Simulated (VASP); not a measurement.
# H (Cmcm) in VASP: further runs

Runs on H. Level: PBEsol. Tasks: single point.

All numbers are computed with VASP 6.6.1; they aren't measurements. Logs are shortened: lines on timing, memory, paths and dates and some standing lists are left out, and cuts for length are marked.

## 1. The cell of the first run

Symmetry: Cmcm, No. 63, orthorhombic system. The conventional cell has a = 3.258 Å, b = 5.427 Å, c = 6.445 Å, α = 90.00°, β = 90.00°, γ = 90.00°. Around H (site symmetry m) lie 1 H at 0.69 Å.

## 2. Single point, PBEsol (strained and moved within the space group)

The input, INCAR:

```
ALGO = Fast ; EDIFF = 1E-7
ENCUT = 520 ; GGA = PS
ISIF = 2 ; ISMEAR = 0
LASPH = True ; LCHARG = True
LELF = True ; LREAL = False
LVHAR = True ; LWAVE = False
NBANDS = 10 ; NELM = 100
PREC = Accurate ; SIGMA = 0.02
```

The input, KPOINTS:

```
k-points
0
Gamma
  8 8 4
```

The input, POSCAR:

```
H
1.0
    1.6292110666     -2.7136044539      0.0000000000
    1.6292110666      2.7136044539      0.0000000000
    0.0000000000      0.0000000000      6.4452844204
H
4
Direct
    0.5635039438      0.4364960562      0.9965648745
    0.4364960562      0.5635039438      0.0034351255
    0.4364960562      0.5635039438      0.4965648745
    0.5635039438      0.4364960562      0.5034351255
```

Potentials or basis: VASP PAW PBE potentials, release 64 (H).

On the command line:

```bash
> cat potpaw_PBE.64/H/POTCAR > POTCAR
> mpirun -np 1 vasp_std > vasp.out
```

OUTCAR:

```text
EDIFF = 1E-7
   ENCUT = 520
   GGA = PS
   ISIF = 2
   ISMEAR = 0
   LASPH = True
   LREAL = False
   NELM = 100
   PREC = Accurate

 ion  position               nearest neighbor table
   1  0.564  0.436  0.997-   2 0.69
   2  0.436  0.564  0.003-   1 0.69
   3  0.436  0.564  0.497-   4 0.69
   4  0.564  0.436  0.503-   3 0.69

  LATTYP: Found a base centered orthorhombic cell.
 ALAT       =     3.2584221332
 B/A-ratio  =     1.6655941698
 C/A-ratio  =     1.9780384974

  Lattice vectors:

 A1 = (   1.6292110666,  -2.7136044539,   0.0000000000)
 A2 = (   1.6292110666,   2.7136044539,   0.0000000000)
 A3 = (   0.0000000000,   0.0000000000,   6.4452844204)

Analysis of symmetry for initial positions (statically):
=====================================================================
 Subroutine PRICEL returns:
 Original cell was already a primitive cell.

 Routine SETGRP: Setting up the symmetry group for a
 base centered orthorhombic supercell.

 Subroutine GETGRP returns: Found  8 space group operations
 (whereof  4 operations were pure point group operations)
 out of a pool of  8 trial point group operations.

The static configuration has the point symmetry C_2h.
 The point group associated with its full space group is D_2h.

Analysis of symmetry for dynamics (positions and initial velocities):
=====================================================================
 Subroutine PRICEL returns:
 Original cell was already a primitive cell.

 Routine SETGRP: Setting up the symmetry group for a
 base centered orthorhombic supercell.

 Subroutine GETGRP returns: Found  8 space group operations
 (whereof  4 operations were pure point group operations)
 out of a pool of  8 trial point group operations.

The dynamic configuration has the point symmetry C_2h.
 The point group associated with its full space group is D_2h.

 Subroutine INISYM returns: Found  8 space group operations
 (whereof  4 operations are pure point group operations),
 and found     1 'primitive' translations

----------------------------------------------------------------------------------------

                                     Primitive cell

  volume of cell :      56.9896

[... 98 lines left out ...]
   ISIF   =      2    stress and relaxation
   ISYM   =      2    0-nonsym 1-usesym 2-fastsym
   POTIM  = 0.5000    time-step for ionic-motion
   TEBEG  =    0.0;   TEEND  =   0.0 temperature during run
   PSTRESS=    0.0 pullay stress
   NELECT =       4.0000    total number of electrons
   NUPDOWN=      -1.0000    fix difference up-down
   EMIN   =  10.00;   EMAX   =-10.00  energy-range for DOS
   EFERMI =   0.00;   METHOD = LEGACY
   ISMEAR =     0;   SIGMA  =   0.02  broadening in eV -4-tet -1-fermi 0-gaus
   EFERMI_NEDOS =   21; number of points for ismear=-14 and -15
   IALGO  =     68    algorithm
   IMIX   =      4    mixing-type and parameters
     AMIX     =   0.40;   BMIX     =  1.00
     AMIX_MAG =   1.60;   BMIX_MAG =  1.00
  volume/ion in A,a.u.               =      14.25        96.15
  Fermi-wavevector in a.u.,A,eV,Ry     =   0.675299  1.276130  6.204649  0.456029
  Thomas-Fermi vector in A             =   1.752274
   LORBIT       =      0    0 simple, 1 ext, 2 COOP (PROOUT), +10 PAW based schemes
   GGA     = PS    functional components
   LHFCALC =     F    Hartree Fock is set to
   AEXX    =    0.0000 exact exchange contribution
   IVDW    =     0    specifies the selected vdW correction
   LEPSILON=     F    determine dielectric tensor
   LRPA    =     F    only Hartree local field effects (RPA)
 non-spin polarized calculation
 RMM-DIIS sequential band-by-band and
 Gauss-broadening in eV      SIGMA  =   0.02
  energy-cutoff  :      520.00
  volume of cell :       56.99
 maximum number of plane-waves:      1552
   NGX = 11   NGY = 11   NGZ = 23

 number of electron       4.0000002 magnetization

 Free energy of the ion-electron system (eV)
  ---------------------------------------------------
  ext. energy  EPLUGINS =         0.00000000
  ---------------------------------------------------
  free energy    TOTEN  =       -12.86398096 eV

  energy without entropy =      -12.86398096  energy(sigma->0) =      -12.86398096

 E-fermi :  -8.6555     XC(G=0):  -4.6876

 val. band max:       -8.7624687336   @ k =   0.3750   0.3750   0.0000
 cond. band min:       0.1131078595   @ k =   0.5000   0.5000   0.0000
 fundamental gap:      8.8755765931
 Fermi energy:        -8.6555368819

 k-point     1 :       0.0000    0.0000    0.0000
  band No.  band energies     occupation
      1     -10.5393      2.00000
      2      -9.9377      2.00000
      3       0.7545      0.00000
      4       3.6643      0.00000
      5       8.2495      0.00000
      6       9.1081      0.00000
      7       9.4050      0.00000
      8      10.0330      0.00000
      9      12.6510      0.00000
     10      13.1721      0.00000
[... 287 lines left out ...]
 k-point    24 :       0.2500    0.0000    0.2500
  band No.  band energies     occupation
      1      -9.9585      2.00000
      2      -9.5894      2.00000
      3       2.1394      0.00000
      4       2.5230      0.00000
      5       5.1353      0.00000
      6       6.9252      0.00000
      7       9.1534      0.00000
      8       9.6670      0.00000
      9      10.7961      0.00000
     10      11.6494      0.00000

 [... further k-points ...]

------------------------ aborting loop because EDIFF is reached ----------------------------------------

  FORCE on cell =-STRESS in cart. coord.  units (eV):
  Direction    XX          YY          ZZ          XY          YZ          ZX
  --------------------------------------------------------------------------------------
  -------------------------------------------------------------------------------------
  Total       -0.0004423      3.8541048      0.0009602      0.0000000     -0.0000000      0.0000000
  in kB       -0.0124354    108.3522979      0.0269960      0.0000000     -0.0000000      0.0000000
  external PRESSURE =      36.1222862 kB  Pullay stress =       0.0000000 kB

 VOLUME and BASIS-vectors are now :
 -----------------------------------------------------------------------------
  energy-cutoff  :      520.00
  volume of cell :       56.99
      direct lattice vectors                 reciprocal lattice vectors
     1.629211067 -2.713604454  0.000000000     0.306897007 -0.184256773  0.000000000
     1.629211067  2.713604454  0.000000000     0.306897007  0.184256773  0.000000000
     0.000000000  0.000000000  6.445284420     0.000000000  0.000000000  0.155152191

 POSITION                                       TOTAL-FORCE (eV/Angst)
 -----------------------------------------------------------------------------------
      1.62921     -0.34465      6.42314         0.000000     -2.826697     -0.183627
      1.62921      0.34465      0.02214         0.000000      2.826697      0.183627
      1.62921      0.34465      3.20050         0.000000      2.826697     -0.183627
      1.62921     -0.34465      3.24478         0.000000     -2.826697      0.183627
 -----------------------------------------------------------------------------------
    total drift:                                0.000000     -0.000000      0.000000

  FREE ENERGIE OF THE ION-ELECTRON SYSTEM (eV)
  ---------------------------------------------------
  free  energy   TOTEN  =       -12.8639809592 eV

  energy  without entropy=      -12.8639809592  energy(sigma->0) =      -12.86398096
```

OSZICAR:

```text
N       E                     dE             d eps       ncg     rms          rms(c)
DAV:   1    -0.453466673673E+01   -0.45347E+01   -0.14971E+03  1260   0.278E+02
DAV:   2    -0.138791981625E+02   -0.93445E+01   -0.92209E+01  1588   0.527E+01
DAV:   3    -0.141958222589E+02   -0.31662E+00   -0.31634E+00  1574   0.891E+00
DAV:   4    -0.141967272220E+02   -0.90496E-03   -0.90495E-03  1478   0.551E-01
DAV:   5    -0.141967307689E+02   -0.35469E-05   -0.35469E-05  1452   0.346E-02    0.680E+00
RMM:   6    -0.132630869805E+02    0.93364E+00   -0.21243E-01  1290   0.204E+00    0.373E+00
RMM:   7    -0.128464983387E+02    0.41659E+00   -0.54257E-01  1395   0.356E+00    0.419E-01
RMM:   8    -0.128655162302E+02   -0.19018E-01   -0.23020E-02  1276   0.996E-01    0.276E-01
RMM:   9    -0.128638454152E+02    0.16708E-02   -0.70605E-03  1342   0.507E-01    0.226E-02
RMM:  10    -0.128639703696E+02   -0.12495E-03   -0.65486E-04  1407   0.197E-01    0.141E-02
RMM:  11    -0.128639784377E+02   -0.80681E-05   -0.11504E-04  1450   0.809E-02    0.289E-03
RMM:  12    -0.128639808354E+02   -0.23977E-05   -0.14761E-05  1430   0.311E-02    0.438E-03
RMM:  13    -0.128639809490E+02   -0.11358E-06   -0.20267E-06  1532   0.122E-02    0.336E-03
RMM:  14    -0.128639809592E+02   -0.10207E-07   -0.33327E-07  1412   0.480E-03
   1 F= -.12863981E+02 E0= -.12863981E+02  d E =-.339233E-16
```

stdout:

```text
POSCAR found type information on POSCAR H
 POSCAR found :  1 types and       4 ions
 scaLAPACK will be used
 -----------------------------------------------------------------------------
|                                                                             |
|                                                                             |
|     You enforced a specific xc type in the INCAR file but a different       |
|     I HOPE YOU KNOW WHAT YOU ARE DOING!                                     |
|                                                                             |
 -----------------------------------------------------------------------------

 LDA part: xc-table for (Slater+PW92), standard interpolation
 POSCAR, INCAR and KPOINTS ok, starting setup
 FFT: planning ... GRIDC
 FFT: planning ... GRID_SOFT
 FFT: planning ... GRID
 WAVECAR not read
 entering main loop
```

It took 17 s on 1 thread of Intel Xeon Platinum 8488C (Sapphire Rapids), shared host; peak memory 0.16 GiB.

Results:

```
Free energy            : -12.8640 eV
Pressure               : 3.6 GPa
Largest force          : 2.833 eV/Å
Band gap on the k mesh : 8.88 eV
```

Forces on the atoms (eV/Å):
```
H    0.000 -2.827 -0.184
H    0.000  2.827  0.184
H    0.000  2.827 -0.184
H    0.000 -2.827  0.184
```

Caveat: the PAW data sets were made with another functional, which shifts forces and pressure a little. A k mesh can miss the band edges.

(Continued in part 2 of 2.)
